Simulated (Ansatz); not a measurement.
## Y2NOS MXene monolayer in a perpendicular field

Wanted: the out-of-plane response of the Y2NOS MXene monolayer. A positive field points along +c.

Calculated with Ansatz 0.2.0; plane-wave DFT, PBE-D3(BJ), Ansatz PAW (set soft_1); PAW set soft_1.

## 1. Starting point

The cell holds 5 atoms: 1 S, 2 Y, 1 N and 1 O. Its edges and angles: a = 3.406 Å, b = 3.406 Å, c = 42.847 Å, α = 90.0°, β = 90.0°, γ = 120.0°. Vacuum lies along c.

## 2. Relaxation

The starting cell is a guess, so the in-plane lattice and the atoms are relaxed first, with the slab cut off from its images along the normal.

Input file input.yaml:

```yaml
crystal:
  lattice:
    - [3.40626, 0.0, 0.0]
    - [-1.70313, 2.9499076919, 0.0]
    - [0.0, 0.0, 42.8471825095]
  atoms:
    - { symbol: S, position: [0.3333333333, 0.6666666667, 0.430600075] }
    - { symbol: "Y", position: [0.6666666667, 0.3333333333, 0.4757957717], spin: 1.0 }
    - { symbol: "N", position: [0.0, 0.0, 0.5071635155] }
    - { symbol: "Y", position: [0.3333333333, 0.6666666667, 0.5385312594], spin: 1.0 }
    - { symbol: O, position: [0.6666666667, 0.3333333333, 0.569399925] }
  periodic: [true, true, false]
magnetization:
  spin_polarized: true
kpoints:
  mp_grid: { grid: [12, 12, 1] }
hamiltonian:
  xc: pbe
  dispersion: d3bj
  pseudopotentials: { kind: paw, azcp: { folder: soft_1 } }
scf:
  occupations: { method: fermi_dirac, width: 0.05 }
  convergence: { dr2_threshold: 1.0e-09 }
relax:
  f_tol: 0.004
  max_steps: 90
  cell: {}
output:
  write_potential: true
  write_density: true
  volumetric_format: npy
```

On the command line:

```
> ansatz run input.yaml --threads 2 --pin off --max-ram 3072MiB --backend cpu --events-out ev --progress --plain --runs-dir out
```

Numbers of over 12 decimals in the logs are rounded to 6 here.

Output:

```text
Warning: relax.cell: scf.convergence.dr2_threshold = 1e-9 eV is looser than the 1.96608402928e-10 eV advised for a relaxation that steers and ends on the stress (1e-10 eV for each atom of the cell: 5, times the square of relax.cell.stress_2d_tol = 0.05 N/m over 15.9 Å (the atoms' height at the walk's start and 5 Å past either face), 3.135e-2 GPa, over a crystal's default 0.05). What an SCF threshold leaves in a stress goes as its square root, and in the free energy as the threshold itself, and one threshold admits the most on a small cell: [figures from the program's tests cut] Set scf.convergence.dr2_threshold to 1.96608402928e-10 eV or tighter. [rest of the remark cut]
Engine: ansatz 0.2.0, aarch64-unknown-linux-gnu
Pseudopotentials: kind: paw
Pseudopotential: S, paw, valence charge 6, recommended cutoff 420 eV (normal), soft_1/S.paw.azcp
Pseudopotential: Y, paw, valence charge 11, recommended cutoff 420 eV (normal), soft_1/Y.paw.azcp
Pseudopotential: N, paw, valence charge 5, recommended cutoff 420 eV (normal), soft_1/N.paw.azcp
Pseudopotential: O, paw, valence charge 6, recommended cutoff 420 eV (normal), soft_1/O.paw.azcp
Functional definition: PBE
  parameter kappa = 0.804
  parameter beta = 0.066725
  exchange = pbe_x(kappa = kappa, mu = beta*pi^2/3)
  correlation = pbe_c(beta = beta)
Crystal: 5 atoms, lattice volume = 430.535 Å³
Basis set: ecut = 420 eV, 8423 PW (Γ), exchange–correlation on 48×48×576 points (8 copies of the dense FFT grid, shifted against one another)
Bands: 26, of which v1, the nominal top of the filled ones, is band 20 counted from 1 (19 counted from 0)
Symmetry: 6 space group operations
Space group: P3m1 (ITA 156), of the structure as read, at distance tolerance 7.6e-5 Å
Magnetic group: BNS 156.49 (UNI 1279), of the structure as read, at distance tolerance 7.6e-5 Å
k-points: 19 of 144 (time reversal used)
Non-local potential: S, projectors of the file, l = 0: 2, l = 1: 2, l = 2: 1
Non-local potential: Y, projectors of the file, l = 0: 3, l = 1: 2, l = 2: 2, l = 3: 1
Non-local potential: N, projectors of the file, l = 0: 2, l = 1: 2, l = 2: 1
Non-local potential: O, projectors of the file, l = 0: 2, l = 1: 2, l = 2: 1
PAW form: soft (Blöchl's): semilocal exchange-correlation on the pseudo side does not see the compensation charge
PAW one-centre angular grid: S, 110 points (default); XC on 64 Gauss nodes
PAW one-centre angular grid: Y, 590 points (default); XC on 64 Gauss nodes
PAW one-centre angular grid: N, 110 points (default); XC on 64 Gauss nodes
PAW one-centre angular grid: O, 110 points (default); XC on 64 Gauss nodes
Initial density: superposition of atomic densities (neutral atoms: chi_scale 0, normalization atom)
Starting moments: Σ|m| = 2 μB on 2 of 5 sites
Initial wavefunctions: pseudopotential atomic-orbital guess
Functional: x = pbe(κ = 0.804, μ = 0.219515), c = pbe(β = 0.066725)
SCF iter   1: F=—  HF=-9562.343548 eV  |F-HF|=—  |Δ(HF+E_count)|=         —  Δρ=3.09e-2 (↑3.00e-2 ↓3.09e-2)  dr2=3.74e1  dr2_m=1.77e-1  M=0.246 μB ∫|m|=0.471 μB  β_m=0.30  ethr=3.10e-3  ⟨swp⟩=13.3  Hψ=7711  notcnv=0
Mixer restart at iter 1: flushing history
preconditioner: auto → LDOS  [metal: Δε(μ)=0.039 eV  Ē_g=9.362 eV  σ=0.050 eV  W_gap=0.19  n_scr=24 (ndim 8)  ℏωp=8.2 eV  f_vac=0.772  D(μ)=1.97/eV (n_scr^D=12)]
spin=Collinear: LDOS preconditioning applied to the charge; magnetization (m = ρ↑ − ρ↓) channel mixes plain (no charge-response kernel on spin).
SCF iter   2: F=—  HF=-9557.556166 eV  |F-HF|=—  |Δ(HF+E_count)|=    4.79e0  Δρ=2.30e-2 (↑1.47e-2 ↓2.30e-2)  dr2=2.57e1  dr2_m=1.74e-1  M=0.552 μB ∫|m|=0.736 μB  β_m=0.26  ethr=3.10e-3  ⟨swp⟩=5.7  Hψ=3352  notcnv=0  defer=52
SCF iter   3: F=—  HF=-9557.712678 eV  |F-HF|=—  |Δ(HF+E_count)|=   1.57e-1  Δρ=1.17e-2 (↑9.98e-3 ↓1.17e-2)  dr2=9.16e0  dr2_m=8.30e-2  M=0.113 μB ∫|m|=0.365 μB  β_m=0.54  ethr=3.10e-3  ⟨swp⟩=2.8  Hψ=1958  notcnv=0  defer=54
SCF iter   4: F=—  HF=-9557.539961 eV  |F-HF|=—  |Δ(HF+E_count)|=   1.73e-1  Δρ=9.13e-3 (↑9.13e-3 ↓7.28e-3)  dr2=1.61e0  dr2_m=1.80e-2  M=0.152 μB ∫|m|=0.248 μB  β_m=0.42  ethr=3.10e-3  ⟨swp⟩=4.4  Hψ=2268  notcnv=0  defer=62
SCF iter   5: F=—  HF=-9557.444290 eV  |F-HF|=—  |Δ(HF+E_count)|=   9.57e-2  Δρ=8.63e-3 (↑4.29e-3 ↓8.63e-3)  dr2=1.11e1  dr2_m=4.40e-2  M=0.329 μB ∫|m|=0.390 μB  β_m=0.60  ethr=3.10e-3  ⟨swp⟩=2.7  Hψ=1768  notcnv=0  defer=67  recentre
SCF iter   6: F=—  HF=-9557.344593 eV  |F-HF|=—  |Δ(HF+E_count)|=   9.97e-2  Δρ=2.45e-3 (↑2.45e-3 ↓1.89e-3)  dr2=9.44e-1  dr2_m=8.66e-3  M=0.212 μB ∫|m|=0.243 μB  β_m=0.50  ethr=3.10e-3  ⟨swp⟩=1.9  Hψ=1134  notcnv=0  defer=68
SCF iter   7: F=—  HF=-9557.322249 eV  |F-HF|=—  |Δ(HF+E_count)|=         —  Δρ=2.34e-3 (↑1.24e-3 ↓2.34e-3)  dr2=5.01e-1  dr2_m=9.57e-3  M=0.226 μB ∫|m|=0.233 μB  β_m=0.50  ethr=2.42e-3  ⟨swp⟩=2.4  Hψ=1593  notcnv=0  defer=64
SCF iter   8: F=—  HF=-9557.322204 eV  |F-HF|=—  |Δ(HF+E_count)|=   4.54e-5  Δρ=2.80e-3 (↑1.06e-3 ↓2.80e-3)  dr2=4.34e-1  dr2_m=1.25e-2  M=0.275 μB ∫|m|=0.277 μB  β_m=0.06  ethr=1.28e-3  ⟨swp⟩=1.8  Hψ=1122  notcnv=0  defer=63
SCF iter   9: F=—  HF=-9557.323934 eV  |F-HF|=—  |Δ(HF+E_count)|=   1.73e-3  Δρ=2.81e-3 (↑1.14e-3 ↓2.81e-3)  dr2=3.36e-1  dr2_m=1.33e-2  M=0.329 μB ∫|m|=0.330 μB  β_m=0.53  ethr=1.11e-3  ⟨swp⟩=1.1  Hψ=996  notcnv=0  defer=63
SCF iter  10: F=—  HF=-9557.328309 eV  |F-HF|=—  |Δ(HF+E_count)|=   4.38e-3  Δρ=3.20e-3 (↑7.50e-4 ↓3.20e-3)  dr2=4.96e-1  dr2_m=1.17e-2  M=0.387 μB ∫|m|=0.392 μB  β_m=0.30  ethr=8.61e-4  ⟨swp⟩=1.2  Hψ=1012  notcnv=0  defer=63
SCF iter  11: F=—  HF=-9557.324143 eV  |F-HF|=—  |Δ(HF+E_count)|=   4.17e-3  Δρ=7.19e-4 (↑5.44e-4 ↓7.19e-4)  dr2=9.08e-3  dr2_m=9.79e-4  M=0.305 μB ∫|m|=0.344 μB  β_m=0.55  ethr=8.61e-4  ⟨swp⟩=1.4  Hψ=1035  notcnv=0  defer=63
SCF iter  12: F=—  HF=-9557.326379 eV  |F-HF|=—  |Δ(HF+E_count)|=         —  Δρ=3.42e-4 (↑3.42e-4 ↓2.91e-4)  dr2=2.81e-3  dr2_m=2.67e-4  M=0.307 μB ∫|m|=0.361 μB  β_m=0.55  ethr=2.33e-5  ⟨swp⟩=2.3  Hψ=1705  notcnv=0  defer=62
SCF iter  13: F=—  HF=-9557.326454 eV  |F-HF|=—  |Δ(HF+E_count)|=   7.46e-5  Δρ=2.14e-4 (↑1.51e-4 ↓2.14e-4)  dr2=9.37e-5  dr2_m=1.07e-4  M=0.312 μB ∫|m|=0.363 μB  β_m=0.75  ethr=7.21e-6  ⟨swp⟩=2.1  Hψ=1305  notcnv=0  defer=62
SCF iter  14: F=—  HF=-9557.326562 eV  |F-HF|=—  |Δ(HF+E_count)|=   1.08e-4  Δρ=1.11e-4 (↑1.11e-4 ↓5.92e-5)  dr2=4.55e-5  dr2_m=2.37e-5  M=0.310 μB ∫|m|=0.367 μB  β_m=0.73  ethr=2.40e-7  ⟨swp⟩=3.7  Hψ=2178  notcnv=0  defer=62
[...]
preconditioner: auto → LDOS  [metal: Δε(μ)=0.071 eV  Ē_g=14.930 eV  σ=0.050 eV  W_gap=0.34  n_scr=24 (ndim 8)  ℏωp=10.3 eV  f_vac=0.787  D(μ)=2.40/eV (n_scr^D=12)]
spin=Collinear: LDOS preconditioning applied to the charge; magnetization (m = ρ↑ − ρ↓) channel mixes plain (no charge-response kernel on spin).
SCF iter   2: F=—  HF=-9558.936110 eV  |F-HF|=—  |Δ(HF+E_count)|=   2.54e-4  Δρ=1.58e-6 (↑1.58e-6 ↓1.57e-6)  dr2=2.46e-8  dr2_m=2.89e-12  M=-0.000 μB ∫|m|=0.000 μB  β_m=0.36  ethr=6.78e-11  ⟨swp⟩=5.8  Hψ=3764  notcnv=0
SCF iter   3: F=—  HF=-9558.936105 eV  |F-HF|=—  |Δ(HF+E_count)|=   5.35e-6  Δρ=1.58e-6 (↑1.58e-6 ↓1.58e-6)  dr2=6.42e-9  dr2_m=2.85e-12  M=-0.000 μB ∫|m|=0.000 μB  β_m=0.68  ethr=6.30e-11  ⟨swp⟩=2.1  Hψ=1182  notcnv=0
SCF iter   4: F=—  HF=-9558.936139 eV  |F-HF|=—  |Δ(HF+E_count)|=   3.41e-5  Δρ=6.08e-7 (↑6.08e-7 ↓6.08e-7)  dr2=1.37e-8  dr2_m=1.40e-12  M=-0.000 μB ∫|m|=0.000 μB  β_m=0.67  ethr=1.65e-11  ⟨swp⟩=4.7  Hψ=2583  notcnv=0
SCF iter   5: F=—  HF=-9558.936140 eV  |F-HF|=—  |Δ(HF+E_count)|=   8.48e-7  Δρ=3.30e-7 (↑3.29e-7 ↓3.30e-7)  dr2=4.09e-9  dr2_m=1.21e-12  M=-0.000 μB ∫|m|=0.000 μB  β_m=0.74  ethr=1.65e-11  ⟨swp⟩=2.7  Hψ=1401  notcnv=0
iter 6 met the thresholds in force, and the SCF goes on: an eigenvalue changes by 1.29 meV, over its tolerance of 0.05 meV (output.eigenvalues, Limitations)
SCF iter   6: F=-9558.936140 eV  HF=-9558.936140 eV  |F-HF|=3.19e-8  |Δ(HF+E_count)|=   1.71e-7  Δρ=1.25e-7 (↑1.25e-7 ↓1.25e-7)  dr2=6.41e-10  dr2_m=1.07e-12  M=-0.000 μB ∫|m|=0.000 μB  β_m=0.81  ethr=2.56e-12  ⟨swp⟩=15.4  Hψ=8639  notcnv=0
iter 7 met the thresholds in force, and the SCF goes on: an eigenvalue changes by 0.06 meV, over its tolerance of 0.05 meV (output.eigenvalues, Limitations)
SCF iter   7: F=-9558.936140 eV  HF=-9558.936140 eV  |F-HF|=2.07e-10  |Δ(HF+E_count)|=   3.20e-8  Δρ=6.72e-8 (↑6.72e-8 ↓6.60e-8)  dr2=1.84e-10  dr2_m=9.28e-13  M=-0.000 μB ∫|m|=0.000 μB  β_m=1.00  ethr=1.64e-12  ⟨swp⟩=8.7  Hψ=5816  notcnv=0
Mixer restart at iter 7: flushing history
SCF iter   8: F=-9558.936140 eV  HF=-9558.936140 eV  |F-HF|=2.37e-9  |Δ(HF+E_count)|=  6.15e-10  Δρ=1.33e-7 (↑1.21e-7 ↓1.33e-7)  dr2=2.49e-9  dr2_m=7.37e-13  M=-0.000 μB ∫|m|=0.000 μB  β_m=1.00  ethr=1.00e-12  ⟨swp⟩=3.0  Hψ=1585  notcnv=0  κ⁻¹=1.0e0(r=1)
SCF iter   9: F=-9558.936140 eV  HF=-9558.936140 eV  |F-HF|=4.94e-9  |Δ(HF+E_count)|=  2.36e-11  Δρ=1.97e-7 (↑1.97e-7 ↓1.86e-7)  dr2=5.00e-9  dr2_m=7.07e-13  M=-0.000 μB ∫|m|=0.000 μB  β_m=1.00  ethr=1.00e-12  ⟨swp⟩=2.9  Hψ=1651  notcnv=0  κ⁻¹=6.4e-2(r=2)
SCF iter  10: F=-9558.936140 eV  HF=-9558.936140 eV  |F-HF|=0.00e0  |Δ(HF+E_count)|=  3.26e-10  Δρ=2.95e-8 (↑2.95e-8 ↓2.39e-8)  dr2=1.68e-11  dr2_m=6.80e-13  M=-0.000 μB ∫|m|=0.000 μB  ethr=1.00e-12  ⟨swp⟩=9.3  Hψ=7291  notcnv=0
the starting moments were not kept: the SCF closed with an absolute magnetisation of 1.4e-5 μB, where they sum to 2 μB in size (2 sites). That is at most 0.1 of that sum. Measured as dr2_m measures the in/out step, that magnetisation stands 4.6e-11 eV from none, at or under the dr2_threshold of 1.0e-9 eV: it is no larger than a step whose dr2_m would equal this threshold.
SCF 12 converged in 10 iterations: F = -9558.936140 eV  dr2 = 1.68e-11
relax step  12: F+E_penalty+E_count = -9558.93613974 eV  Δ(F+E_penalty+E_count) = -8.202e-5 eV  max|allowed force component| = 2.149e-3 eV/Å  Δτ_max = 0.0000 Å  P = +0.009 N/m  Ω = 457.419 Å³  fix = [c, alpha, beta]  reactions: c +0.000 N/m  stress off target by 8.97e-3 N/m on what of the cell is left free  SCF on the basis re-selected at this cell (its energy is not comparable with the rows above)  (10 SCF iters)
basis re-selected at this cell: Δ(F+E_penalty+E_count) = -8.202e-5 eV, ΔP = +0.001 N/m vs the last step (what re-selecting the basis moved, of the pressure what is left beyond the Pulay correction that the steps carried, after the strain that the cell walked since its last selection, with what the two solves' SCF thresholds leave and, on support functions, any second-order correction that the steps lacked; it is no m [...]
WARN: The output density's exchange-correlation potential varies sharply where the density is thin. Do not read a vacuum level from v_tot or v_xc, or from such a field of the output density. On a cell that repeats whose density bears no net charge and no dipole along the vacuum's axis use v_es (v_loc + v_h of the components); under efield.dipole_correction with no amplitude use v_es + v_field, which holds any externa [...]
SCF converged after 10 iterations
an eigenvalue changed by more than its tolerance at an iteration that met the thresholds in force, so the SCF went on 2 times, its first undamped step at iteration 7: the last check found none over its tolerance
Magnetization: -0.0000 μB (19.5000 up, 19.5000 down)
Absolute magnetization: 0.0000 μB (∫|ρ↑−ρ↓|, with the PAW one-centre terms)
Spin contamination: 0.0000 ħ² per cell (⟨S²⟩ above its minimum at these occupations)
Per-site moments (μB) at R_I (Å): [(-1.0343158833984838e-5, 1.162053), (-1.216169418916669e-7, 0.959851), (-1.0625477360592912e-6, 0.959851), (-9.10948388670803e-9, 0.888737), (-1.2811110789291245e-7, 0.888737)]
Free energy (F): -9558.936140 eV
Harris-Foulkes:  -9558.936140 eV  (|F-HF|=0.00e0)
Internal energy: -9558.915630 eV  (E = F + TS)
E sigma→0 (E₀):  -9558.925885 eV
Entropy (-TS):   -0.020509 eV (-4.102 meV/atom)
Fermi energy:    -6.659205 eV
--- Per-component energies (eV) ---
  E_band       = -767.408056
  E_kinetic    = 1036.991711
  E_local      = -110781.546092  (includes V_loc(G=0)·N_el)
  E_nonlocal   = 173.538914
  E_hartree    = 54807.784415
  E_xc         = -580.363070
  E_vxc        = -664.368949  (∫ρ·V_xc dr)
  E_paw        = -6529.235864  (= ΣΔE_a)
  E_vpaw       = -147.594217  (= ΣTr[D̂ρ^β])
  E_aug_tail   = 0.001670  (compensation charges beyond the density's cutoff)
  E_ewald      = 52314.971331
  E_disp       = -1.058645  (pairwise vdW)
  E_smearing   = -0.020509  (= −TS)
  E_closure    = -0.000000  (closes the sum)
  Σ components = -9558.936140   (vs F -9558.936140, Δ=0.00e0)
--- Forces (eV/Å), atoms counted from 1 ---
  atom   1  S      0.00000000    -0.00000000     0.00070654
  atom   2  Y      0.00000000     0.00000000     0.00172528
  atom   3  N      0.00000000    -0.00000000    -0.00051712
  atom   4  Y      0.00000000     0.00000000     0.00023627
  atom   5  O     -0.00000000    -0.00000000    -0.00214897
  max |Σ_I F_I| component: 1.99e-6 eV/Å
--- 2D stress c σ (N/m, compression-positive) ---
        0.008965       0.000000       0.000000
        0.000000       0.008965      -0.000000
        0.000000      -0.000000       0.000000
  P = ½ c Tr σ = 0.0090 N/m
--- Band table (eV; the first three rows and the last of 38) ---
  k-point 0 ↑: bands = [... 16 lower, -7.6102, -7.2123, -5.7998, -5.7998, -2.3230, -2.0844, -2.0844, -2.0034, ... 2 higher]
  k-point 1 ↑: bands = [... 16 lower, -7.5936, -7.0124, -6.1732, -5.8972, -2.4406, -2.0570, -1.9881, -1.9504, ... 2 higher]
  k-point 2 ↑: bands = [... 16 lower, -7.5621, -7.0609, -6.8130, -6.1191, -2.8419, -2.0979, -1.7344, -1.5484, ... 2 higher]
  k-point 18 ↓: bands = [... 16 lower, -8.1092, -7.5945, -7.5491, -7.2133, -2.3002, -2.1857, -1.6137, -1.1292, ... 2 higher]
  the weakly bound empty levels are not read free of the cell's end (no_gap_told)
--- Relaxed structure (10 steps of the walk, 10 accepted, 2 SCFs on fresh bases) ---
  F+E_penalty+E_count = -9558.93613974 eV   max|allowed force component| = 2.149e-3 eV/Å   (the final SCF, on the basis selected at the relaxed cell)
  cell:  # Å, volume = 457.4186 Å³
    - [3.510997, 0, 0]
    - [-1.755499, 3.040613, 0]
    - [0, 0, 42.8471825095]
  atoms:
    - { symbol: S, position: [0.333333, 0.666667, 0.432346] }
    - { symbol: Y, position: [0.666667, 0.333333, 0.478003] }
    - { symbol: N, position: [0, 0, 0.504670] }
    - { symbol: Y, position: [0.333333, 0.666667, 0.544717] }
    - { symbol: O, position: [0.666667, 0.333333, 0.561754] }
```

Run time: 6.7 min. Hardware: 2 threads of Arm Neoverse V1, shared host; peak memory 0.83 GiB; 13 min of CPU time.

The steps of the relaxation:

```csv
step,energy less that of the first step (eV),largest force component (eV/Å),volume (Å³)
1,0.0000,5.5416,430.54
2,-1.1729,2.1466,433.48
3,-1.5378,0.7383,444.46
4,-1.5969,0.1676,460.49
5,-1.6013,0.1064,458.59
6,-1.6020,0.0806,457.88
7,-1.6026,0.0490,456.42
8,-1.6027,0.0040,456.87
9,-1.6027,0.0003,456.84
10*,-1.6095,0.0008,456.84
11,-1.6095,0.0022,457.42
12*,-1.6096,0.0021,457.42
```

Relaxation steps marked * repeat the geometry before them on a plane-wave basis chosen anew for their cell, so energy and pressure can jump there.

The run keeps the 6 symmetry operations that it works with, so distortions that break them were not tested.

```csv
cell as run,before,after,change
a (Å),3.406,3.511,+3.1 %
b (Å),3.406,3.511,+3.1 %
```

The atoms that moved most (Å, along periodic axes as changes of fractional coordinates times the final cell, across vacuum about the mean position):

```csv
atom,dx,dy,dz,length
O5,0.000,0.000,-0.328,0.328
Y4,0.000,0.000,0.265,0.265
N3,0.000,0.000,-0.107,0.107
Y2,0.000,0.000,0.095,0.095
S1,0.000,0.000,0.075,0.075
```

Final coordinates:

```xyz
5
Lattice="3.5110 0.0000 0.0000 -1.7555 3.0406 0.0000 0.0000 0.0000 42.8472" Properties=species:S:1:pos:R:3
S     0.0000    2.0271   18.5248
Y     1.7555    1.0135   20.4811
N     0.0000    0.0000   21.6237
Y     0.0000    2.0271   23.3396
O     1.7555    1.0135   24.0696
```

Numbers from this step:

```
energy at zero smearing : -9558.9259 eV
```

The lattice constant a goes from 3.406 to 3.511 Å.

(Continued in part 2 of 2.)

[Logs are printed without paths, hosts, clocks, repeated set-up lines and the standing remarks that a program may print on its own settings, such as how far it seeks lower states.]

[Hosts, paths, dates, database ids (printed as entryN), source tags and the programs' standing remarks are cut or masked in the printed files.]

[Maps of the electrostatic potential energy from Ansatz leave out the sawtooth potential of an applied field or a dipole correction, so their vacuum need not be flat; planar profiles and work functions include it.]
